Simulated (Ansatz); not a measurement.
# Os (sc type): how the settings move a single-point run

Question: which choices in the input matter for Os (sc type)?

Method: reference: DFT, PBE, PAW with Ansatz's default frozen-core files, scalar-relativistic, in Ansatz 0.2.0.

2 further runs of the same task are left out: 2 that didn't finish.

### Step 1. The structure to begin with

It takes space group Pm-3m (No. 221, cubic). Conventional cell: a = 2.334 Å, b = 2.334 Å, c = 2.334 Å, α = 90.00°, β = 90.00°, γ = 90.00°. Os (site symmetry m-3m) is surrounded by 6 Os at 2.33 Å.

As a file:

```cif
data_structure
_symmetry_space_group_name_H-M 'Pm-3m'
_symmetry_Int_Tables_number 221
_cell_length_a 2.3343
_cell_length_b 2.3343
_cell_length_c 2.3343
_cell_angle_alpha 90.000
_cell_angle_beta 90.000
_cell_angle_gamma 90.000
_cell_volume 12.72
loop_
_atom_site_label
_atom_site_type_symbol
_atom_site_symmetry_multiplicity
_atom_site_Wyckoff_symbol
_atom_site_fract_x
_atom_site_fract_y
_atom_site_fract_z
_atom_site_occupancy
Os1 Os 1 a 0.00000 0.00000 0.00000 1
```

### Step 2. Reference

Input file input.yaml:

```yaml
crystal:
  lattice:
    - [2.3343228866, 0.0, 0.0]
    - [0.0, 2.3343228866, 0.0]
    - [0.0, 0.0, 2.3343228866]
  atoms:
    - { symbol: Os, position: [0.0, 0.0, 0.0] }
kpoints:
  mp_grid: { grid: [17, 17, 17] }
scf:
  occupations: { method: fermi_dirac, width: 0.08 }
hamiltonian:
  xc: pbe
  pseudopotentials: { kind: paw }
output:
  forces: true
  stress: true
  eigenvalues: true
  populations: true
```

The run is started by

```bash
$ ansatz run input.yaml --threads 1 --pin off --max-ram 2048MiB --backend cpu --events-out ev --progress --plain --runs-dir out
```

### Step 3. Variant: mixing.algorithm broyden, mixing.beta 0.7, chi_scale 0.3

input.yaml: that of step 2 with these lines changed.

```diff
@@ -11,2 +11,4 @@
   occupations: { method: fermi_dirac, width: 0.08 }
+  mixing: { algorithm: broyden, beta: 0.7 }
+  initial_density: { chi_scale: 0.3 }
 hamiltonian:
```

Before running it: what results should come out? Wanted: for each run, ending; energy change; pressure; gap; force.

As calculated:

```tsv
run	ending	energy change	pressure (GPa)	gap (eV)	force (eV/Å)	cycles	time
reference	converged	0	138.0	0.00	0.00	6	1.6 s
1: mixing.algorithm broyden, mixing.beta 0.7, chi_scale 0.3	converged	0.0 meV/atom	138.0	0.00	0.00	6	1.7 s
```

Residual by cycle in the longest SCF loop of each run; runs are numbered as in the table. The quantity is the density residual dr2, in eV.

```tsv
cycle	reference	run 1
1	0.0028	0.0624
2	0.00123	0.0118
3	1.1e-5	5.3e-4
4	1.5e-6	8.3e-6
5	2.5e-7	5.1e-8
6	1.3e-8	4.8e-10
```

What this shows: Energy and cycle count are those of the reference, so the change (mixing and start) left the result and the number of cycles as they were. The structure is not at rest: the sound run finds 138 GPa, so these are no properties of the relaxed crystal. 
